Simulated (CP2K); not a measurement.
**TaN under changes of volume**

One of the cells (10.813 Å³/atom); the others are scaled copies at fixed shape and fractional positions:

```
Ta N
1.0
     3.12728    0.00000    0.00000
     1.56364    2.70831    0.00000
     1.56364    0.90277    2.55342
Ta N
1 1
Direct
  0.50000 0.50000 0.50000
  0.00000 0.00000 0.00000
```

The cell comes from a database or a generator and needn't be the stable form of this composition.

| Property | Result |
| --- | --- |
| Program | CP2K 2026.2 |
| Functional | PBEsol |
| Potentials or basis | POTENTIAL_UZH Ta GTH-PBE-q13, N GTH-PBE-q5; TZVP-MOLOPT-PBE-GTH basis |
| Density cutoff | 6123 eV |
| k mesh | 10 × 10 × 10 |
| Occupations | fermi-dirac, width 0.0259 eV |
| Spin | no spin polarisation |

```tsv
volume (Å³/atom)	energy over the lowest point (meV/atom)	pressure (GPa)
10.164	?	?
10.381	0.00	0.0
10.597	4.79	-7.0
10.813	18.51	-13.2
11.030	40.42	-18.8
11.246	69.30	-23.8
11.462	104.57	-28.3
```

What does the run at 10.164 Å³/atom give?

Energy over the lowest point 5.19 meV/atom; pressure 7.8 GPa.

Worked out: A Birch-Murnaghan fit of order 3 (a polynomial in V^(-2/3)) to the other rows has its minimum at 10.38 Å³/atom with B0 = V·E''(V) = 358 GPa and B' = 4.6. It gives 5.35 meV/atom at 10.164 Å³/atom, against the run's 5.19, and -dE/dV = 8.0 GPa, against 7.8.

Energies are extrapolated to zero smearing.

Caveats: the potentials were made for another functional, which shifts forces and pressure; the basis of atomic orbitals isn't converged, which shifts pressures, moduli and gaps.
